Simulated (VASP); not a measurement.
# Ag in VASP: notebook

One slab, Ag, is run at these levels: PBE; tasks: single point, relaxation of the atoms.

Everything below comes from runs of VASP 6.6.1. Logs are shortened: lines on timing, memory, paths and dates and some standing lists are left out, and cuts for length are marked.

### 1 The structure

The cell holds a slab with vacuum, 6 atoms: a = 2.931 Å, b = 2.931 Å, c = 26.968 Å, α = 90.00°, β = 90.00°, γ = 120.00°.

The slab is cut from a database's or a generator's crystal, which needn't be the stable form of the element.

### 2 Single point, PBE

Contents of INCAR:

```
PREC = Accurate
ENCUT = 520
EDIFF = 1E-6
ISMEAR = 1
SIGMA = 0.1
LREAL = False
LASPH = True
NELM = 80
ALGO = Fast
ISIF = 2
LWAVE = False
LCHARG = False
LDIPOL = True
IDIPOL = 3
DIPOL = 0.5 0.5 0.500
GGA = PE
NBANDS = 42
LVHAR = True
LVACPOTAV = True
ICORELEVEL = 1
KPAR = 2
```

Contents of KPOINTS:

```
Automatic mesh
0
Gamma
  15 15 1
```

Contents of POSCAR:

```
Ag
1.0
    2.9314808700      0.0000000000      0.0000000000
   -1.4657404300      2.5387369000      0.0000000000
    0.0000000000      0.0000000000     26.9677205200
Ag
6
Direct
    0.6666666700      0.3333333300      0.2781102700
    0.3333333300      0.6666666700      0.3668661600
    0.0000000000      0.0000000000      0.4556220500
    0.6666666700      0.3333333300      0.5443779500
    0.3333333300      0.6666666700      0.6331338400
    0.0000000000      0.0000000000      0.7218897300
```

Potentials or basis: VASP PAW PBE potentials, release 64 (Ag).

On the command line:

```bash
> cat potpaw_PBE.64/Ag/POTCAR > POTCAR
> mpirun -np 2 vasp_std > vasp.out
```

OUTCAR:

```text
PREC = Accurate
   ENCUT = 520
   EDIFF = 1E-6
   ISMEAR = 1
   LREAL = False
   LASPH = True
   NELM = 80
   ISIF = 2
   GGA = PE

 ion  position               nearest neighbor table
   1  0.667  0.333  0.278-   2 2.93   2 2.93   2 2.93
   2  0.333  0.667  0.367-   1 2.93   3 2.93   1 2.93   3 2.93   3 2.93   1 2.93
   3  0.000  0.000  0.456-   2 2.93   2 2.93   2 2.93   4 2.93   4 2.93   4 2.93
   4  0.667  0.333  0.544-   5 2.93   5 2.93   5 2.93   3 2.93   3 2.93   3 2.93
   5  0.333  0.667  0.633-   4 2.93   6 2.93   4 2.93   6 2.93   6 2.93   4 2.93
   6  0.000  0.000  0.722-   5 2.93   5 2.93   5 2.93

  LATTYP: Found a hexagonal cell.
 ALAT       =     2.9314808700
 C/A-ratio  =     9.1993506749

  Lattice vectors:

 A1 = (   2.9314808700,   0.0000000000,   0.0000000000)
 A2 = (  -1.4657404300,   2.5387369000,   0.0000000000)
 A3 = (   0.0000000000,   0.0000000000,  26.9677205200)

Analysis of symmetry for initial positions (statically):
=====================================================================
 Subroutine PRICEL returns:
 Original cell was already a primitive cell.

 Routine SETGRP: Setting up the symmetry group for a
 hexagonal supercell.

 Subroutine GETGRP returns: Found 12 space group operations
 (whereof  6 operations were pure point group operations)
 out of a pool of 24 trial point group operations.

The static configuration has the point symmetry C_3v.
 The point group associated with its full space group is D_3d.

Analysis of symmetry for dynamics (positions and initial velocities):
=====================================================================
 Subroutine PRICEL returns:
 Original cell was already a primitive cell.

 Routine SETGRP: Setting up the symmetry group for a
 hexagonal supercell.

 Subroutine GETGRP returns: Found 12 space group operations
 (whereof  6 operations were pure point group operations)
 out of a pool of 24 trial point group operations.

The dynamic configuration has the point symmetry C_3v.
 The point group associated with its full space group is D_3d.

 Subroutine INISYM returns: Found 12 space group operations
 (whereof  6 operations are pure point group operations),
 and found     1 'primitive' translations

----------------------------------------------------------------------------------------

                                     Primitive cell

  volume of cell :     200.7008

  direct lattice vectors                    reciprocal lattice vectors
     2.931480870  0.000000000  0.000000000     0.341124518  0.196948332  0.000000000
    -1.465740430  2.538736900  0.000000000     0.000000000  0.393896666  0.000000000
     0.000000000  0.000000000 26.967720520     0.000000000  0.000000000  0.037081369

  length of vectors
     2.931480870  2.931480864 26.967720520     0.393896665  0.393896666  0.037081369

  position of ions in fractional coordinates (direct lattice)
     0.666666670  0.333333330  0.278110270
     0.333333330  0.666666670  0.366866160
     0.000000000  0.000000000  0.455622050
     0.666666670  0.333333330  0.544377950
     0.333333330  0.666666670  0.633133840
     0.000000000  0.000000000  0.721889730

  ion indices of the primitive-cell ions
   primitive index   ion index
                 1           1
                 2           2
                 3           3
                 4           4
                 5           5
                 6           6

----------------------------------------------------------------------------------------

 KPOINTS: Automatic mesh

Automatic generation of k-mesh.
 Grid dimensions read from file:
 generate k-points for:   15   15    1

 Generating k-lattice:

  Cartesian coordinates                     Fractional coordinates (reciprocal lattice)
     0.022741635  0.013129889  0.000000000     0.066666667  0.000000000  0.000000000
     0.000000000  0.026259778  0.000000000     0.000000000  0.066666667  0.000000000
     0.000000000  0.000000000  0.037081369     0.000000000  0.000000000  1.000000000

  Length of vectors
     0.026259778  0.026259778  0.037081369

  Shift w.r.t. Gamma in fractional coordinates (k-lattice)
     0.000000000  0.000000000  0.000000000

 Subroutine IBZKPT returns following result:
 ===========================================

 Found     27 irreducible k-points:

 Following reciprocal coordinates:
            Coordinates               Weight
  0.000000  0.000000  0.000000      1.000000
  0.066667  0.000000  0.000000      6.000000
  0.133333  0.000000  0.000000      6.000000
  0.200000  0.000000  0.000000      6.000000
  0.266667  0.000000  0.000000      6.000000
  0.333333  0.000000  0.000000      6.000000
[... 16 lines left out ...]
  0.333333  0.200000  0.000000     12.000000
  0.400000  0.200000  0.000000      6.000000
 [... further k-points ...]
   k-points           NKPTS =     27   k-points in BZ     NKDIM =     27   number of bands    NBANDS=     42
   number of dos      NEDOS =    301   number of ions     NIONS =      6
   total plane-waves  NPLWV = 120960
   dimension x,y,z NGX =    24 NGY =   24 NGZ =  210
   dimension x,y,z NGXF=    48 NGYF=   48 NGZF=  420
   ions per type =               6
   NGX,Y,Z   is equivalent  to a cutoff of  13.61, 13.61, 12.95 a.u.
   NGXF,Y,Z  is equivalent  to a cutoff of  27.22, 27.22, 25.89 a.u.
 SYSTEM =  unknown system
   PREC   = accura    normal or accurate (medium, high low for compatibility)
   ISTART =      0    job   : 0-new  1-cont  2-samecut
   ICHARG =      2    charge: 1-file 2-atom 10-const
   ISPIN  =      1    spin polarized calculation?
   LNONCOLLINEAR =      F non collinear calculations
   LSORBIT =      F    spin-orbit coupling
   LASPH  =      T    aspherical Exc in radial PAW
   ENCUT  =  520.0 eV  38.22 Ry    6.18 a.u.   5.45  5.45 50.14*2*pi/ulx,y,z
   NELM   =     80;   NELMIN=  2; NELMDL= -5     # of ELM steps
   EDIFF  = 0.1E-05   stopping-criterion for ELM
   LREAL  =      F    real-space projection
   EDIFFG = 0.1E-04   stopping-criterion for IOM
   NSW    =      0    number of steps for IOM
   IBRION =     -1    ionic relax: 0-MD 1-quasi-New 2-CG
   NFREE  =      0    steps in history (QN), initial steepest desc. (CG)
   ISIF   =      2    stress and relaxation
   ISYM   =      2    0-nonsym 1-usesym 2-fastsym
   POTIM  = 0.5000    time-step for ionic-motion
   TEBEG  =    0.0;   TEEND  =   0.0 temperature during run
   PSTRESS=    0.0 pullay stress
   NELECT =      66.0000    total number of electrons
   NUPDOWN=      -1.0000    fix difference up-down
   EMIN   =  10.00;   EMAX   =-10.00  energy-range for DOS
   EFERMI =   0.00;   METHOD = LEGACY
   ISMEAR =     1;   SIGMA  =   0.10  broadening in eV -4-tet -1-fermi 0-gaus
   EFERMI_NEDOS =   21; number of points for ismear=-14 and -15
   IALGO  =     68    algorithm
   IMIX   =      4    mixing-type and parameters
     AMIX     =   0.40;   BMIX     =  1.00
     AMIX_MAG =   1.60;   BMIX_MAG =  1.00
  volume/ion in A,a.u.               =      33.45       225.73
  Fermi-wavevector in a.u.,A,eV,Ry     =   1.129986  2.135364 17.372855  1.276869
  Thomas-Fermi vector in A             =   2.266681
   LORBIT       =      0    0 simple, 1 ext, 2 COOP (PROOUT), +10 PAW based schemes
   GGA     = PE    functional components
   LHFCALC =     F    Hartree Fock is set to
   AEXX    =    0.0000 exact exchange contribution
   IVDW    =     0    specifies the selected vdW correction
   LEPSILON=     F    determine dielectric tensor
   LRPA    =     F    only Hartree local field effects (RPA)
 non-spin polarized calculation
 RMM-DIIS sequential band-by-band and
 Methfessel and Paxton  Order N= 1 SIGMA  =   0.10
  energy-cutoff  :      520.00
  volume of cell :      200.70
 maximum number of plane-waves:      5537
 NGX is ok and might be reduce to    24
   NGX = 11   NGY = 11   NGZ =101

 number of electron      66.0000017 magnetization

 dipolmoment           0.000000      0.000000     -0.000000 electrons x Angstroem

 Free energy of the ion-electron system (eV)
  ---------------------------------------------------
  ext. energy  EPLUGINS =         0.00000000
  ---------------------------------------------------
  free energy    TOTEN  =       -15.61015799 eV

  energy without entropy =      -15.61154405  energy(sigma->0) =      -15.61062001

 the core state eigenenergies are
   1-  1s -25319.8014  2s  -3723.4506  2p  -3338.9570  3s   -678.3426  3p   -552.1092
       3d   -353.1925  4s    -89.5579  4p    -53.0179
   2-  1s -25320.1135  2s  -3723.7770  2p  -3339.2821  3s   -678.6672  3p   -552.4338
       3d   -353.5181  4s    -89.8746  4p    -53.3307
   3-  1s -25320.1579  2s  -3723.8233  2p  -3339.3284  3s   -678.7077  3p   -552.4743
       3d   -353.5594  4s    -89.9032  4p    -53.3568
   4-  1s -25320.1579  2s  -3723.8233  2p  -3339.3284  3s   -678.7077  3p   -552.4743
       3d   -353.5594  4s    -89.9032  4p    -53.3568
   5-  1s -25320.1135  2s  -3723.7770  2p  -3339.2821  3s   -678.6672  3p   -552.4338
       3d   -353.5181  4s    -89.8746  4p    -53.3307
   6-  1s -25319.8014  2s  -3723.4506  2p  -3338.9570  3s   -678.3426  3p   -552.1092
       3d   -353.1925  4s    -89.5579  4p    -53.0179

 E-fermi :   2.1526     XC(G=0):  -6.9699

 val. band max:        2.0934865959   @ k =   0.3333   0.0667   0.0000
 cond. band min:       2.1536390557   @ k =   0.4667   0.0000   0.0000
 fundamental gap:      0.0601524598
 Fermi energy:         2.1525841335

 k-point     1 :       0.0000    0.0000    0.0000
  band No.  band energies     occupation
      1      -5.2155      2.00000
      2      -4.6937      2.00000
      3      -4.1191      2.00000
      4      -4.0463      2.00000
      5      -3.7695      2.00000
      6      -3.7190      2.00000
[... 34 lines left out ...]
     41       7.5083      0.00000
     42       9.3683      0.00000
[... 994 lines left out ...]
      2      -3.5595      2.00000
      3      -3.4874      2.00000
      4      -3.4277      2.00000
      5      -3.3155      2.00000
      6      -3.2982      2.00000
[... 34 lines left out ...]
     41       8.6251      0.00000
     42       9.2125      0.00000

 [... further k-points ...]

------------------------ aborting loop because EDIFF is reached ----------------------------------------

  FORCE on cell =-STRESS in cart. coord.  units (eV):
  Direction    XX          YY          ZZ          XY          YZ          ZX
  --------------------------------------------------------------------------------------
  -------------------------------------------------------------------------------------
  Total       -1.0877948     -1.0877948      0.1390673     -0.0000000      0.0000000      0.0000000
  in kB       -8.6837753     -8.6837752      1.1101626     -0.0000000      0.0000000      0.0000000
  external PRESSURE =      -5.4191293 kB  Pullay stress =       0.0000000 kB

 VOLUME and BASIS-vectors are now :
 -----------------------------------------------------------------------------
  energy-cutoff  :      520.00
  volume of cell :      200.70
      direct lattice vectors                 reciprocal lattice vectors
     2.931480870  0.000000000  0.000000000     0.341124518  0.196948332  0.000000000
    -1.465740430  2.538736900  0.000000000     0.000000000  0.393896666  0.000000000
     0.000000000  0.000000000 26.967720520     0.000000000  0.000000000  0.037081369

 POSITION                                       TOTAL-FORCE (eV/Angst)
 -----------------------------------------------------------------------------------
      1.46574      0.84625      7.50000        -0.000000     -0.000000      0.005883
     -0.00000      1.69249      9.89354        -0.000000      0.000000     -0.020617
      0.00000      0.00000     12.28709        -0.000000      0.000000     -0.041899
      1.46574      0.84625     14.68063        -0.000000     -0.000000      0.041899
     -0.00000      1.69249     17.07418         0.000000     -0.000000      0.020617
      0.00000      0.00000     19.46772         0.000000      0.000000     -0.005883
 -----------------------------------------------------------------------------------
    total drift:                               -0.000000      0.000000      0.000001

  FREE ENERGIE OF THE ION-ELECTRON SYSTEM (eV)
  ---------------------------------------------------
  free  energy   TOTEN  =       -15.6101579874 eV

  energy  without entropy=      -15.6115440509  energy(sigma->0) =      -15.61062001

 vacuum level on the upper side and lower side of the slab         6.594         6.594
```

Wall time 2.4 min (2 MPI ranks of Intel Xeon 6975P-C (Granite Rapids), shared host); peak memory 0.43 GiB.

Results:

| Quantity | Value |
| --- | --- |
| Free energy | -15.6102 eV |
| Largest force | 0.042 eV/Å |
| Band gap on the k mesh | none (metal or under the smearing width) |
| Work function of the upper face | 4.44 eV |
| Work function of the lower face | 4.44 eV |

Forces on the atoms (eV/Å):
```
Ag   0.000  0.000  0.006
Ag   0.000  0.000 -0.021
Ag   0.000  0.000 -0.042
Ag   0.000  0.000  0.042
Ag   0.000  0.000  0.021
Ag   0.000  0.000 -0.006
```

Core levels (eV, on the scale of the bands):
| atom | levels |
| --- | --- |
| 1 Ag | 1s -25319.8, 2s -3723.5, 2p -3339.0, 3s -678.3, 3p -552.1, 3d -353.2, 4s -89.6, 4p -53.0 |
| 2 Ag | 1s -25320.1, 2s -3723.8, 2p -3339.3, 3s -678.7, 3p -552.4, 3d -353.5, 4s -89.9, 4p -53.3 |
| 3 Ag | 1s -25320.2, 2s -3723.8, 2p -3339.3, 3s -678.7, 3p -552.5, 3d -353.6, 4s -89.9, 4p -53.4 |
| 4 Ag | 1s -25320.2, 2s -3723.8, 2p -3339.3, 3s -678.7, 3p -552.5, 3d -353.6, 4s -89.9, 4p -53.4 |
| 5 Ag | 1s -25320.1, 2s -3723.8, 2p -3339.3, 3s -678.7, 3p -552.4, 3d -353.5, 4s -89.9, 4p -53.3 |
| 6 Ag | 1s -25319.8, 2s -3723.5, 2p -3339.0, 3s -678.3, 3p -552.1, 3d -353.2, 4s -89.6, 4p -53.0 |

### 3 Relaxation of the atoms, PBE

Contents of INCAR:

```
SYSTEM = Ag
  PREC = Accurate
  ENCUT = 520
  EDIFF = 1E-6
  ISMEAR = 1
  SIGMA = 0.1
  LREAL = .False.
  LASPH = .True.
  NELM = 80
  ALGO = Normal
  ISIF = 2
  LWAVE = .False.
  LCHARG = .False.
  LDIPOL = .True.
  IDIPOL = 3
  DIPOL = 0.5 0.5 0.500
  GGA = PE
  IBRION = 2
  NSW = 80
  EDIFFG = -0.02
  KPAR = 2
```

Contents of KPOINTS:

```
Automatic mesh
0
Gamma
  15 15 1
  0 0 0
```

POSCAR is that of step 2.

Potentials or basis: VASP PAW PBE potentials, release 64 (Ag).

On the command line:

```bash
> cat potpaw_PBE.64/Ag/POTCAR > POTCAR
> mpirun -np 2 vasp_std > vasp.out
```

Wall time 3.4 min (2 MPI ranks of Intel Xeon 6975P-C (Granite Rapids), shared host); peak memory 0.41 GiB.

It converged, with:

```yaml
Free_energy: -15.6106 eV
Energy_gained_by_relaxing: 0.1 meV/atom
Ionic_steps: 3
Largest_force_after_relaxing: 0.018 eV/Å
Band_gap_on_the_k_mesh: none (metal or under the smearing width)
```

Forces in eV/Å, atoms in the order of the input:
```
Ag   0.000  0.000 -0.006
Ag   0.000  0.000 -0.018
Ag   0.000  0.000  0.004
Ag   0.000  0.000 -0.004
Ag   0.000  0.000  0.018
Ag   0.000  0.000  0.006
```

The path:
```
step  energy change (eV)  largest force (eV/Å)  pressure (GPa)
   1              0.0000                0.0419           -0.54
   2             -0.0002                0.0281           -0.54
   3             -0.0004                0.0178           -0.53
```

Final structure:
```cif
data_structure
_symmetry_space_group_name_H-M 'P 1'
_symmetry_Int_Tables_number 1
_cell_length_a 2.9315
_cell_length_b 2.9315
_cell_length_c 26.9677
_cell_angle_alpha 90.000
_cell_angle_beta 90.000
_cell_angle_gamma 120.000
_cell_volume 200.70
loop_
_atom_site_label
_atom_site_type_symbol
_atom_site_fract_x
_atom_site_fract_y
_atom_site_fract_z
_atom_site_occupancy
Ag1 Ag 0.66667 0.33333 0.27815 1
Ag2 Ag 0.33333 0.66667 0.36674 1
Ag3 Ag 0.00000 0.00000 0.45536 1
Ag4 Ag 0.66667 0.33333 0.54464 1
Ag5 Ag 0.33333 0.66667 0.63326 1
Ag6 Ag 0.00000 0.00000 0.72185 1
```

Levels at points of the mesh, in eV from the Fermi level:
| k point | band 30 | band 31 | band 32 | band 33 | band 34 | band 35 | band 36 | band 37 | band 38 | band 39 |
| --- | --- | --- | --- | --- | --- | --- | --- | --- | --- | --- |
| (0.00, 0.00, 0.00) | -3.37 | -3.13 | -3.13 | -3.05 | -3.05 | -2.28 | -0.48 | 0.18 | 3.93 | 4.12 |

### 4 Single point, PBE

Contents of INCAR:

```
PREC = Accurate
ENCUT = 520
EDIFF = 1E-6
ISMEAR = 1
SIGMA = 0.1
LREAL = False
LASPH = True
NELM = 80
ALGO = Fast
ISIF = 2
LWAVE = False
LCHARG = False
LDIPOL = True
IDIPOL = 3
DIPOL = 0.5 0.5 0.500
GGA = PE
NBANDS = 42
LVHAR = True
LVACPOTAV = True
ICORELEVEL = 1
KPAR = 2
```

Contents of KPOINTS:

```
Automatic mesh
0
Gamma
  15 15 1
```

Contents of POSCAR:

```
Ag                                      
1.0
    2.9314808700      0.0000000000      0.0000000000
   -1.4657404300      2.5387369000      0.0000000000
    0.0000000000      0.0000000000     26.9677205200
  Ag            
     6
Direct
     0.6666666699999979    0.3333333300000021    0.2781460283429874
     0.3333333300000021    0.6666666699999979    0.3667368930820146
     0.0000000000000000    0.0000000000000000    0.4553588424857168
     0.6666666699999979    0.3333333300000021    0.5446411575142832
     0.3333333300000021    0.6666666699999979    0.6332631069179854
     0.0000000000000000    0.0000000000000000    0.7218539716570127
```

On the command line:

```bash
> cat potpaw_PBE.64/Ag/POTCAR > POTCAR
> mpirun -np 2 vasp_std > vasp.out
```

It took 2.3 min on 2 MPI ranks of Intel Xeon 6975P-C (Granite Rapids), shared host; peak memory 0.43 GiB.

The run converged. Its results:

| Quantity | Value |
| --- | --- |
| Free energy | -15.6106 eV |
| Largest force | 0.018 eV/Å |
| Band gap on the k mesh | none (metal or under the smearing width) |
| Work function of the upper face | 4.44 eV |
| Work function of the lower face | 4.44 eV |

Forces on the atoms (eV/Å):
```
Ag   0.000  0.000 -0.006
Ag   0.000  0.000 -0.018
Ag   0.000  0.000  0.004
Ag   0.000  0.000 -0.004
Ag   0.000  0.000  0.018
Ag   0.000  0.000  0.006
```

Levels at points of the mesh, in eV from the Fermi level:
```
           k point  band 30  band 31  band 32  band 33  band 34  band 35  band 36  band 37  band 38  band 39
(0.00, 0.00, 0.00)    -3.37    -3.13    -3.13    -3.05    -3.05    -2.28    -0.48     0.18     3.93     4.10
```

Core levels (eV, on the scale of the bands):
| atom | levels |
| --- | --- |
| 1 Ag | 1s -25319.8, 2s -3723.5, 2p -3339.0, 3s -678.3, 3p -552.1, 3d -353.2, 4s -89.6, 4p -53.0 |
| 2 Ag | 1s -25320.1, 2s -3723.8, 2p -3339.3, 3s -678.7, 3p -552.4, 3d -353.5, 4s -89.9, 4p -53.3 |
| 3 Ag | 1s -25320.2, 2s -3723.8, 2p -3339.3, 3s -678.7, 3p -552.5, 3d -353.6, 4s -89.9, 4p -53.3 |
| 4 Ag | 1s -25320.2, 2s -3723.8, 2p -3339.3, 3s -678.7, 3p -552.5, 3d -353.6, 4s -89.9, 4p -53.3 |
| 5 Ag | 1s -25320.1, 2s -3723.8, 2p -3339.3, 3s -678.7, 3p -552.4, 3d -353.5, 4s -89.9, 4p -53.3 |
| 6 Ag | 1s -25319.8, 2s -3723.5, 2p -3339.0, 3s -678.3, 3p -552.1, 3d -353.2, 4s -89.6, 4p -53.0 |
